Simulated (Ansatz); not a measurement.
# Na, simple cubic: how the functional moves the structure

All rows: Ansatz, plane waves with scalar-relativistic PAW, 420 eV (500 eV for the SCAN forms), relaxed under each functional, no dispersion correction, no zero-point motion. B₀ comes from uniform scaling at fixed shape; a dash is a value not given.

| functional | V (Å³/atom) | cell | B₀ (GPa) | magnetic state | ΔE to bcc (meV/atom) |
| --- | --- | --- | --- | --- | --- |
| PBE | 39.81 | a = 3.414 Å | 6 | spin not included | 118 |
| r²SCAN | 39.94 | a = 3.418 Å | 6 | spin not included | 126 |
| PBEsol | 38.90 | a = 3.388 Å | 6 | spin not included | 121 |
| LDA | 35.92 | a = 3.299 Å | 7 | spin not included | 122 |
| revPBE | 42.35 | a = 3.486 Å | 6 | spin not included | 117 |
| RPBE | 42.47 | a = 3.489 Å | 6 | spin not included | 116 |
| BLYP | 41.53 | a = 3.463 Å | 5 | spin not included | 101 |

LDA gives the smallest volume and RPBE the largest.
